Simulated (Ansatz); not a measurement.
# Graphite under r²SCAN: ground state and equation of state, part 2 of 2

The plan for carbon in the graphite structure: relax it, solve it on a dense k-mesh, switch on spin-orbit coupling, then scale the cell to 7 volumes from 88 to 112 % of the relaxed one and try a fit of the equation of state. The k-meshes are 8×8×3 for the relaxation; 14×14×4 for the dense run; 11×11×4 for spin-orbit coupling; 14×14×4 for the volumes. The starting cell is the deposited one, from the Crystallography Open Database.

Ansatz 0.2.0; DFT, r2SCAN, plane waves (500 eV) with PAW, scalar-relativistic. Earlier steps stand in the parts before.

## (4) Spin-orbit coupling switched on

Contents of input.yaml:

```yaml
crystal:
  lattice:
    - [2.4559134951, 0.0, 0.0]
    - [-1.2279567476, 2.1268834763, 0.0]
    - [0.0, 0.0, 7.0106281886]
  atoms:
    - { symbol: C, position: [1.0, 1.0, 0.25] }
    - { symbol: C, position: [0.0, 0.0, 0.75] }
    - { symbol: C, position: [0.3333333333, 0.6666666667, 0.25] }
    - { symbol: C, position: [0.6666666667, 0.3333333333, 0.75] }
hamiltonian:
  xc: r2scan
  pseudopotentials:
    kind: paw_fr
    azcp:
      C: "pseudopotentials/C.paw.azcp"
basis:
  ecutwfc: 500
  fft_grid_basis: typed
kpoints:
  mp_grid: { grid: [11, 11, 4], shift: [0, 0, 0] }
magnetization:
  noncollinear: true
  spin_orbit: true
scf:
  occupations: { method: fermi_dirac, width: 0.05 }
```

The log of the run:

```text
Engine: ansatz 0.2.0, x86_64-unknown-linux-gnu
Pseudopotentials: kind: paw_fr
Pseudopotential: C, paw_fr, valence charge 4, recommended cutoff 500 eV (meta_gga), <dir>
Functional definition: r2SCAN
  parameter k0 = 0.174
  parameter k1 = 0.065
  parameter a1 = 4.9479
  exchange = r2scan_x(k0 = k0, k1 = k1, a1 = a1)
  correlation = r2scan_c
non-collinear run that drives no moment, with spin-orbit: no starting moment large enough to seed its density (crystal.atoms[].spin), no starting occupations that ask for one, no magnetisation constraint and no magnetic field, so the semilocal B_xc is pinned to zero
Crystal: 4 atoms, lattice volume = 36.620 Å³
Basis set: ecut = 500 eV, 943 PW (Γ), exchange–correlation on 72×72×216 points (64 copies of the dense FFT grid, shifted against one another)
Bands: 24, of which v1, the nominal top of the filled ones, is band 16 counted from 1 (15 counted from 0)
Symmetry: 24 space group operations + 24 with time reversal
Magnetic group: BNS 194.264 (UNI 1494), of the structure as read, at distance tolerance 3.3e-5 Å
k-points: 48 of 484
Projection manifold: j_resolved (fully-relativistic pseudo-atomic orbitals)
Non-local potential: C, projectors of the file, l = 0: 2, l = 1: 4, l = 2: 2
PAW form: soft (Blöchl's): semilocal exchange-correlation on the pseudo side does not see the compensation charge
PAW frozen core: C, regenerated for the run's functional (the file was generated under x = pbe(κ = 0.804, μ = 0.2195149727645171), c = pbe(β = 0.06672455060314922))
PAW one-centre angular grid: C, 302 points (default); XC on 249 of its mesh's 2573 points in the sphere
Initial density: superposition of atomic densities (chi_scale 0.1, normalization cell)
Initial wavefunctions: pseudopotential atomic-orbital guess
Functional: x = r2scan, c = r2scan; τ floored in thin density (d = 2e-4 eV/Å³)
SCF iter   1: F=—  HF=-1008.180661 eV  |F-HF|=—  |Δ(HF+E_count)|=         —  Δρ=1.24e-1  dr2=4.82e0  dr2_τ=2.92e-1  dr2_m=0.00e0 (ungated)  ethr=3.10e-3  |M|=0.00e0 ∫|m|=0.00e0 μB  |m|>n=0.0e0 m-floor=0.0e0 τ_xc=0.0e0  β_m=0.30  ⟨swp⟩=9.9  Hψ=4135  notcnv=0
preconditioner: auto → none  [insulator: Δε(μ)=1.376 eV  Ē_g=17.345 eV  σ=0.050 eV  W_gap=1.00  n_scr=4 (ndim 8)  ℏωp=24.5 eV  f_vac=0.000  D(μ)=0.00/eV (n_scr^D=0)  ε∞_Penn≈3.0]
SCF iter   2: F=—  HF=-1007.030504 eV  |F-HF|=—  |Δ(HF+E_count)|=    1.15e0  Δρ=7.74e-2  dr2=1.65e0  dr2_τ=8.29e-3  dr2_m=0.00e0 (ungated)  ethr=3.10e-3  |M|=0.00e0 ∫|m|=0.00e0 μB  |m|>n=0.0e0 m-floor=0.0e0 τ_xc=0.0e0  β_m=0.51  ⟨swp⟩=2.5  Hψ=1287  notcnv=0  defer=154
SCF iter   3: F=—  HF=-1006.618474 eV  |F-HF|=—  |Δ(HF+E_count)|=   4.12e-1  Δρ=1.11e-2  dr2=1.42e-2  dr2_τ=3.16e-4  dr2_m=0.00e0 (ungated)  ethr=3.10e-3  |M|=0.00e0 ∫|m|=0.00e0 μB  |m|>n=0.0e0 m-floor=0.0e0 τ_xc=0.0e0  β_m=0.69  ⟨swp⟩=3.1  Hψ=1187  notcnv=0  defer=152
SCF iter   4: F=—  HF=-1006.628581 eV  |F-HF|=—  |Δ(HF+E_count)|=   1.01e-2  Δρ=1.42e-3  dr2=3.42e-4  dr2_τ=2.32e-5  dr2_m=0.00e0 (ungated)  ethr=8.87e-5  |M|=0.00e0 ∫|m|=0.00e0 μB  |m|>n=0.0e0 m-floor=0.0e0 τ_xc=0.0e0  β_m=0.68  ⟨swp⟩=3.2  Hψ=1203  notcnv=0  defer=154
SCF iter   5: F=—  HF=-1006.628687 eV  |F-HF|=—  |Δ(HF+E_count)|=   1.06e-4  Δρ=3.86e-4  dr2=3.69e-5  dr2_τ=1.60e-6  dr2_m=0.00e0 (ungated)  ethr=2.14e-6  |M|=0.00e0 ∫|m|=0.00e0 μB  |m|>n=0.0e0 m-floor=0.0e0 τ_xc=0.0e0  β_m=0.63  ⟨swp⟩=2.3  Hψ=909  notcnv=0  defer=152
SCF iter   6: F=—  HF=-1006.628682 eV  |F-HF|=—  |Δ(HF+E_count)|=   4.82e-6  Δρ=1.40e-4  dr2=4.30e-6  dr2_τ=1.84e-7  dr2_m=0.00e0 (ungated)  ethr=2.31e-7  |M|=0.00e0 ∫|m|=0.00e0 μB  |m|>n=0.0e0 m-floor=0.0e0 τ_xc=0.0e0  β_m=0.65  ⟨swp⟩=2.0  Hψ=844  notcnv=0  defer=152
SCF iter   7: F=—  HF=-1006.628682 eV  |F-HF|=—  |Δ(HF+E_count)|=   5.20e-7  Δρ=3.53e-5  dr2=2.70e-7  dr2_τ=1.26e-9  dr2_m=0.00e0 (ungated)  ethr=2.69e-8  |M|=0.00e0 ∫|m|=0.00e0 μB  |m|>n=0.0e0 m-floor=0.0e0 τ_xc=0.0e0  β_m=0.76  ⟨swp⟩=2.2  Hψ=853  notcnv=0  defer=152
SCF iter   8: F=-1006.628682 eV  HF=-1006.628682 eV  |F-HF|=1.30e-9  |Δ(HF+E_count)|=   3.05e-8  Δρ=4.62e-6  dr2=4.29e-9  dr2_τ=3.46e-11  dr2_m=0.00e0 (ungated)  ethr=6.25e-10  |M|=0.00e0 ∫|m|=0.00e0 μB  |m|>n=0.0e0 m-floor=0.0e0 τ_xc=0.0e0  ⟨swp⟩=3.0  Hψ=1319  notcnv=0
SCF 1 converged in 8 iterations: F = -1006.628682 eV  dr2 = 4.29e-9
SCF converged after 8 iterations
Magnetization: |M| = 0.0000 μB,  M = (+0.0000, +0.0000, +0.0000) μB
Absolute magnetization: 0.0000 μB (∫|m|)
  site 0: m = (+0.0000, +0.0000, +0.0000) μB, |m| = 0.0000 μB  (R = 0.58 Å)
  site 1: m = (+0.0000, +0.0000, +0.0000) μB, |m| = 0.0000 μB  (R = 0.58 Å)
  site 2: m = (+0.0000, +0.0000, +0.0000) μB, |m| = 0.0000 μB  (R = 0.58 Å)
  site 3: m = (+0.0000, +0.0000, +0.0000) μB, |m| = 0.0000 μB  (R = 0.58 Å)
Free energy (F): -1006.628682 eV
Harris-Foulkes:  -1006.628682 eV  (|F-HF|=1.30e-9)
Internal energy: -1006.628682 eV  (E = F + TS)
E sigma→0 (E₀):  -1006.628682 eV
Entropy (-TS):   -0.000000 eV (-0.000 meV/atom)
Fermi energy:    6.591586 eV
--- Per-component energies (eV) ---
  E_band       = -51.528132
  E_kinetic    = 363.475967
  E_local      = -657.554000  (includes V_loc(G=0)·N_el)
  E_nonlocal   = 107.803434
  E_hartree    = 204.367387
  E_xc         = -188.870495
  E_vxc        = -261.619833  (∫ρ·V_xc dr)
  E_paw        = -403.471814  (= ΣΔE_a)
  E_vpaw       = -27.015759  (= ΣTr[D̂ρ^β])
  E_aug_tail   = 0.000021  (compensation charges beyond the density's cutoff)
  E_vtau       = 14.647166  (kinetic-family band-sum trace: ∫τ·v_τ [+ j·A + Jᵃ·Aᵃ] dr)
  E_ewald      = -432.279929
  E_core_change = -0.099251  (= ΣΔE_core)
  E_smearing   = -0.000000  (= −TS)
  E_closure    = 0.000000  (closes the sum)
  Σ components = -1006.628682   (vs F -1006.628682, Δ=0.00e0)
```

Run time: 18 s. Hardware: 1 thread of an x86-64 CPU, shared host; peak memory 0.55 GiB.

With and without spin-orbit coupling:

```tsv
	scalar-relativistic	with spin-orbit coupling
k-mesh	14×14×4	11×11×4
gap on the mesh	1.05 eV	1.38 eV
```

The meshes differ, so small differences between the columns need not come from spin-orbit coupling.

## (5) The cell scaled to 88 % of its volume

Contents of input.yaml:

```yaml
crystal:
  lattice:
    - [2.3534625376, 0.0, 0.0]
    - [-1.1767312688, 2.0381583444, 0.0]
    - [0.0, 0.0, 6.7181726227]
  atoms:
    - { symbol: C, position: [1.0, 1.0, 0.25] }
    - { symbol: C, position: [0.0, 0.0, 0.75] }
    - { symbol: C, position: [0.3333333333, 0.6666666667, 0.25] }
    - { symbol: C, position: [0.6666666667, 0.3333333333, 0.75] }
hamiltonian:
  xc: r2scan
  pseudopotentials:
    kind: paw
    azcp:
      C: "pseudopotentials/C.paw.azcp"
basis:
  ecutwfc: 500
  fft_grid_basis: typed
kpoints:
  mp_grid: { grid: [14, 14, 4], shift: [0, 0, 0] }
magnetization:
  spin_polarized: false
scf:
  occupations: { method: fermi_dirac, width: 0.05 }
output:
  stress: true
```

The log of the run, shortened:

```text
[...]
[... 3 set-up lines as earlier in the session ...]
[...]
Crystal: 4 atoms, lattice volume = 32.225 Å³
Basis set: ecut = 500 eV, 823 PW (Γ), exchange–correlation on 72×72×200 points (64 copies of the dense FFT grid, shifted against one another)
Bands: 12, of which v1, the nominal top of the filled ones, is band 8 counted from 1 (7 counted from 0)
[... 1 set-up line as earlier in the session ...]
Space group: P63/mmc (ITA 194), of the structure as read, at distance tolerance 3.2e-5 Å
k-points: 72 of 784
[...]
SCF iter   1: F=—  HF=-1006.045014 eV  |F-HF|=—  |Δ(HF+E_count)|=         —  Δρ=7.15e-3  dr2=6.96e-3  dr2_τ=1.16e0  ethr=1.77e-3  ⟨swp⟩=6.4  Hψ=5044  notcnv=0
[...]
SCF iter   6: F=-1006.126631 eV  HF=-1006.126630 eV  |F-HF|=8.09e-8  |Δ(HF+E_count)|=   7.81e-7  Δρ=2.21e-5  dr2=5.30e-8  dr2_τ=9.71e-9  ethr=6.25e-10  ⟨swp⟩=3.2  Hψ=3755  notcnv=0
[...]
SCF converged after 6 iterations
Free energy (F): -1006.126631 eV
[...]
E sigma→0 (E₀):  -1006.126630 eV
Entropy (-TS):   -0.000000 eV (-0.000 meV/atom)
Fermi energy:    8.062567 eV
[...]
--- Stress (GPa, compression-positive) ---
       65.459424      -0.000000       0.000000
       -0.000000      65.459424       0.000000
        0.000000       0.000000       1.194702
  P = ⅓ Tr σ = 44.0379 GPa (440.379 kbar)
```

It took 3.6 s on 1 thread of an x86-64 CPU, shared host; peak memory 0.58 GiB.

## (6) The cell scaled to 92 % of its volume

Edit input.yaml of step 5 so:

```diff
@@ -2,5 +2,5 @@
   lattice:
-    - [2.3534625376, 0.0, 0.0]
-    - [-1.1767312688, 2.0381583444, 0.0]
-    - [0.0, 0.0, 6.7181726227]
+    - [2.3885940235, 0.0, 0.0]
+    - [-1.1942970118, 2.0685831037, 0.0]
+    - [0.0, 0.0, 6.8184586411]
   atoms:
```

The log of the run, shortened:

```text
[...]
[... 3 set-up lines as earlier in the session ...]
[...]
Crystal: 4 atoms, lattice volume = 33.690 Å³
Basis set: ecut = 500 eV, 859 PW (Γ), exchange–correlation on 72×72×200 points (64 copies of the dense FFT grid, shifted against one another)
Bands: 12, of which v1, the nominal top of the filled ones, is band 8 counted from 1 (7 counted from 0)
[... 2 set-up lines as earlier in the session ...]
k-points: 72 of 784
[...]
SCF iter   1: F=—  HF=-1006.366321 eV  |F-HF|=—  |Δ(HF+E_count)|=         —  Δρ=6.87e-3  dr2=5.09e-3  dr2_τ=1.03e0  ethr=1.77e-3  ⟨swp⟩=6.5  Hψ=5025  notcnv=0
[...]
SCF iter   7: F=-1006.446976 eV  HF=-1006.446976 eV  |F-HF|=3.77e-10  |Δ(HF+E_count)|=   3.65e-8  Δρ=1.47e-6  dr2=2.27e-10  dr2_τ=1.53e-10  ethr=6.25e-10  ⟨swp⟩=4.3  Hψ=2912  notcnv=0
[...]
SCF converged after 7 iterations
Free energy (F): -1006.446976 eV
[...]
E sigma→0 (E₀):  -1006.446976 eV
Entropy (-TS):   -0.000001 eV (-0.000 meV/atom)
Fermi energy:    7.533969 eV
[...]
--- Stress (GPa, compression-positive) ---
       39.497946       0.000000       0.000000
        0.000000      39.497946       0.000000
        0.000000       0.000000       0.753191
  P = ⅓ Tr σ = 26.5830 GPa (265.830 kbar)
```

Run time: 4 s. Hardware: 1 thread of an x86-64 CPU, shared host; peak memory 0.58 GiB.

## (7) The cell scaled to 96 % of its volume

Edit input.yaml of step 6 so:

```diff
@@ -2,5 +2,5 @@
   lattice:
-    - [2.3885940235, 0.0, 0.0]
-    - [-1.1942970118, 2.0685831037, 0.0]
-    - [0.0, 0.0, 6.8184586411]
+    - [2.4227214061, 0.0, 0.0]
+    - [-1.211360703, 2.098138284, 0.0]
+    - [0.0, 0.0, 6.915878355]
   atoms:
```

The log of the run, shortened:

```text
[...]
[... 3 set-up lines as earlier in the session ...]
[...]
Crystal: 4 atoms, lattice volume = 35.155 Å³
Basis set: ecut = 500 eV, 931 PW (Γ), exchange–correlation on 72×72×216 points (64 copies of the dense FFT grid, shifted against one another)
Bands: 12, of which v1, the nominal top of the filled ones, is band 8 counted from 1 (7 counted from 0)
[... 2 set-up lines as earlier in the session ...]
k-points: 72 of 784
[...]
SCF iter   1: F=—  HF=-1006.542931 eV  |F-HF|=—  |Δ(HF+E_count)|=         —  Δρ=7.06e-3  dr2=4.99e-3  dr2_τ=9.21e-1  ethr=1.77e-3  ⟨swp⟩=6.4  Hψ=5029  notcnv=0
[...]
SCF iter   7: F=-1006.621689 eV  HF=-1006.621689 eV  |F-HF|=3.03e-10  |Δ(HF+E_count)|=   2.64e-9  Δρ=4.19e-6  dr2=3.03e-9  dr2_τ=9.83e-11  ethr=6.25e-10  ⟨swp⟩=4.0  Hψ=2873  notcnv=0
[...]
SCF converged after 7 iterations
Free energy (F): -1006.621689 eV
[...]
E sigma→0 (E₀):  -1006.621689 eV
Entropy (-TS):   -0.000001 eV (-0.000 meV/atom)
Fermi energy:    7.042780 eV
[...]
--- Stress (GPa, compression-positive) ---
       17.919074      -0.000000       0.000000
       -0.000000      17.919074       0.000000
        0.000000       0.000000       0.406940
  P = ⅓ Tr σ = 12.0817 GPa (120.817 kbar)
```

Run time: 4.4 s. Hardware: 1 thread of an x86-64 CPU, shared host; peak memory 0.59 GiB.

## (8) The cell scaled to 100 % of its volume

Edit input.yaml of step 7 so:

```diff
@@ -2,5 +2,5 @@
   lattice:
-    - [2.4227214061, 0.0, 0.0]
-    - [-1.211360703, 2.098138284, 0.0]
-    - [0.0, 0.0, 6.915878355]
+    - [2.4559134951, 0.0, 0.0]
+    - [-1.2279567476, 2.1268834763, 0.0]
+    - [0.0, 0.0, 7.0106281886]
   atoms:
```

The log of the run, shortened:

```text
[...]
[... 3 set-up lines as earlier in the session ...]
[...]
Crystal: 4 atoms, lattice volume = 36.620 Å³
Basis set: ecut = 500 eV, 943 PW (Γ), exchange–correlation on 72×72×216 points (64 copies of the dense FFT grid, shifted against one another)
Bands: 12, of which v1, the nominal top of the filled ones, is band 8 counted from 1 (7 counted from 0)
[... 2 set-up lines as earlier in the session ...]
k-points: 72 of 784
[...]
SCF iter   1: F=—  HF=-1006.599261 eV  |F-HF|=—  |Δ(HF+E_count)|=         —  Δρ=7.38e-3  dr2=5.61e-3  dr2_τ=8.25e-1  ethr=1.77e-3  ⟨swp⟩=6.3  Hψ=5025  notcnv=0
[...]
SCF iter   7: F=-1006.675281 eV  HF=-1006.675281 eV  |F-HF|=3.96e-10  |Δ(HF+E_count)|=   2.04e-8  Δρ=1.12e-6  dr2=1.68e-10  dr2_τ=4.75e-11  ethr=2.94e-10  ⟨swp⟩=2.6  Hψ=3226  notcnv=0
[...]
SCF converged after 7 iterations
Free energy (F): -1006.675281 eV
[...]
E sigma→0 (E₀):  -1006.675280 eV
Entropy (-TS):   -0.000001 eV (-0.000 meV/atom)
Fermi energy:    6.585107 eV
[...]
--- Stress (GPa, compression-positive) ---
       -0.050030      -0.000000       0.000000
        0.000000      -0.050030       0.000000
        0.000000       0.000000       0.134044
  P = ⅓ Tr σ = 0.0113 GPa (0.113 kbar)
```

It took 4.6 s on 1 thread of an x86-64 CPU, shared host; peak memory 0.6 GiB.

## (9) The cell scaled to 104 % of its volume

Edit input.yaml of step 8 so:

```diff
@@ -2,5 +2,5 @@
   lattice:
-    - [2.4559134951, 0.0, 0.0]
-    - [-1.2279567476, 2.1268834763, 0.0]
-    - [0.0, 0.0, 7.0106281886]
+    - [2.4882318526, 0.0, 0.0]
+    - [-1.2441159263, 2.1548719948, 0.0]
+    - [0.0, 0.0, 7.102883876]
   atoms:
```

The log of the run, shortened:

```text
[...]
[... 3 set-up lines as earlier in the session ...]
[...]
Crystal: 4 atoms, lattice volume = 38.084 Å³
Basis set: ecut = 500 eV, 991 PW (Γ), exchange–correlation on 80×80×216 points (64 copies of the dense FFT grid, shifted against one another)
Bands: 12, of which v1, the nominal top of the filled ones, is band 8 counted from 1 (7 counted from 0)
[... 1 set-up line as earlier in the session ...]
Space group: P63/mmc (ITA 194), of the structure as read, at distance tolerance 3.4e-5 Å
k-points: 72 of 784
[...]
SCF iter   1: F=—  HF=-1006.555126 eV  |F-HF|=—  |Δ(HF+E_count)|=         —  Δρ=7.74e-3  dr2=6.49e-3  dr2_τ=7.41e-1  ethr=1.77e-3  ⟨swp⟩=6.3  Hψ=5000  notcnv=0
[...]
SCF iter   7: F=-1006.628006 eV  HF=-1006.628006 eV  |F-HF|=2.45e-10  |Δ(HF+E_count)|=   2.70e-8  Δρ=1.39e-6  dr2=2.78e-10  dr2_τ=3.28e-11  ethr=2.88e-10  ⟨swp⟩=2.8  Hψ=3224  notcnv=0
[...]
SCF converged after 7 iterations
Free energy (F): -1006.628006 eV
[...]
E sigma→0 (E₀):  -1006.628005 eV
Entropy (-TS):   -0.000002 eV (-0.000 meV/atom)
Fermi energy:    6.157477 eV
[...]
--- Stress (GPa, compression-positive) ---
      -15.035160      -0.000000       0.000000
       -0.000000     -15.035160       0.000000
        0.000000       0.000000      -0.078930
  P = ⅓ Tr σ = -10.0497 GPa (-100.497 kbar)
```

Run time: 4.9 s. Hardware: 1 thread of an x86-64 CPU, shared host; peak memory 0.61 GiB.

## (10) The cell scaled to 108 % of its volume

Edit input.yaml of step 9 so:

```diff
@@ -2,5 +2,5 @@
   lattice:
-    - [2.4882318526, 0.0, 0.0]
-    - [-1.2441159263, 2.1548719948, 0.0]
-    - [0.0, 0.0, 7.102883876]
+    - [2.5197318023, 0.0, 0.0]
+    - [-1.2598659011, 2.1821517515, 0.0]
+    - [0.0, 0.0, 7.1928033442]
   atoms:
```

The log of the run, shortened:

```text
[...]
[... 3 set-up lines as earlier in the session ...]
[...]
Crystal: 4 atoms, lattice volume = 39.549 Å³
Basis set: ecut = 500 eV, 993 PW (Γ), exchange–correlation on 80×80×216 points (64 copies of the dense FFT grid, shifted against one another)
Bands: 12, of which v1, the nominal top of the filled ones, is band 8 counted from 1 (7 counted from 0)
[... 2 set-up lines as earlier in the session ...]
k-points: 72 of 784
[...]
SCF iter   1: F=—  HF=-1006.427201 eV  |F-HF|=—  |Δ(HF+E_count)|=         —  Δρ=8.06e-3  dr2=7.52e-3  dr2_τ=6.66e-1  ethr=1.77e-3  ⟨swp⟩=6.2  Hψ=4998  notcnv=0
[...]
SCF iter   6: F=-1006.496600 eV  HF=-1006.496600 eV  |F-HF|=2.15e-8  |Δ(HF+E_count)|=   1.07e-6  Δρ=1.10e-5  dr2=1.82e-8  dr2_τ=1.71e-9  ethr=6.25e-10  ⟨swp⟩=3.5  Hψ=4008  notcnv=0
[...]
SCF converged after 6 iterations
Free energy (F): -1006.496600 eV
[...]
E sigma→0 (E₀):  -1006.496598 eV
Entropy (-TS):   -0.000002 eV (-0.001 meV/atom)
Fermi energy:    5.756883 eV
[...]
--- Stress (GPa, compression-positive) ---
      -27.536021      -0.000000       0.000000
       -0.000000     -27.536021       0.000000
        0.000000       0.000000      -0.244145
  P = ⅓ Tr σ = -18.4387 GPa (-184.387 kbar)
```

Run time: 4.4 s. Hardware: 1 thread of an x86-64 CPU, shared host; peak memory 0.61 GiB.

## (11) The cell scaled to 112 % of its volume

Edit input.yaml of step 10 so:

```diff
@@ -2,5 +2,5 @@
   lattice:
-    - [2.5197318023, 0.0, 0.0]
-    - [-1.2598659011, 2.1821517515, 0.0]
-    - [0.0, 0.0, 7.1928033442]
+    - [2.5504632676, 0.0, 0.0]
+    - [-1.2752316338, 2.2087659812, 0.0]
+    - [0.0, 0.0, 7.280529104]
   atoms:
```

The log of the run, shortened:

```text
[...]
[... 3 set-up lines as earlier in the session ...]
[...]
Crystal: 4 atoms, lattice volume = 41.014 Å³
Basis set: ecut = 500 eV, 1035 PW (Γ), exchange–correlation on 80×80×216 points (64 copies of the dense FFT grid, shifted against one another)
Bands: 12, of which v1, the nominal top of the filled ones, is band 8 counted from 1 (7 counted from 0)
[... 2 set-up lines as earlier in the session ...]
k-points: 72 of 784
[...]
SCF iter   1: F=—  HF=-1006.229447 eV  |F-HF|=—  |Δ(HF+E_count)|=         —  Δρ=8.30e-3  dr2=8.60e-3  dr2_τ=6.01e-1  ethr=1.77e-3  ⟨swp⟩=6.1  Hψ=4976  notcnv=0
[...]
SCF iter   6: F=-1006.295087 eV  HF=-1006.295087 eV  |F-HF|=1.26e-8  |Δ(HF+E_count)|=   1.40e-6  Δρ=1.88e-5  dr2=7.93e-8  dr2_τ=2.52e-9  ethr=6.25e-10  ⟨swp⟩=3.7  Hψ=3984  notcnv=0
[...]
SCF converged after 6 iterations
Free energy (F): -1006.295087 eV
[...]
E sigma→0 (E₀):  -1006.295085 eV
Entropy (-TS):   -0.000003 eV (-0.001 meV/atom)
Fermi energy:    5.380948 eV
[...]
--- Stress (GPa, compression-positive) ---
      -37.957171      -0.000000       0.000000
       -0.000000     -37.957171      -0.000000
        0.000000      -0.000000      -0.373810
  P = ⅓ Tr σ = -25.4294 GPa (-254.294 kbar)
```

It took 5.2 s on 1 thread of an x86-64 CPU, shared host; peak memory 0.61 GiB.

## (12) Fitting the volumes

All volumes keep the relaxed shape and fractional coordinates.

```tsv
V (Å³/atom)	E − E₀ (meV/atom)	P from the stress (GPa)	P from the fit (GPa)	gap on the mesh (eV)
8.056	137.2	44.04	44.05	1.15
8.423	57.1	26.58	26.58	1.12
8.789	13.4	12.08	12.08	1.08
9.155	0.0	0.01	0.01	1.05
9.521	11.8	-10.05	-10.05	1.02
9.887	44.7	-18.44	-18.44	0.99
10.253	95.0	-25.43	-25.44	0.96
```

Fit (Birch-Murnaghan, third order): V₀ = 9.155 Å³/atom, B₀ = 275 GPa, B₀′ = 3.6, largest residual 0.01 meV/atom.

## (13) Results

This closing draws on all 2 parts.

```
                                     quantity                                   value
               space group (spins left aside)                      P6_3/mmc (No. 194)
                            conventional cell  a = 2.456 Å, c = 7.011 Å (c/a = 2.855)
                                       volume                           9.155 Å³/atom
                            shortest distance                                 1.418 Å
                  against the measured volume                  +3.8 % (8.821 Å³/atom)
                              gap on the mesh                                 1.05 eV
gap with spin-orbit coupling, on another mesh                                 1.38 eV
                                  V₀, B₀, B₀′             9.155 Å³/atom, 275 GPa, 3.6
```

In words: The volume comes out 3.8 % larger than measured. Zero-point motion and any thermal expansion in the deposited cell, which the calculation lacks, would widen the miss. It has a gap of 1.05 eV on the mesh. Real carbon in this structure is a semimetal; the mesh holds no K point, where the bands touch, so this gap is an artefact of the mesh. The spin-orbit run has a gap of 1.38 eV against 1.05 eV; the two meshes hold different k-points, and a band edge that one misses the other may hit, so the change says little about spin-orbit coupling. The total energy of the spin-orbit run (on a coarser mesh) lies +12 meV/atom from the scalar one; mesh and treatment of the core enter this figure, so it is no spin-orbit energy. The fitted modulus is 275 GPa; even scaling stretches the bonds with the cell, so it lies well above the modulus that a cell free to change shape would show.
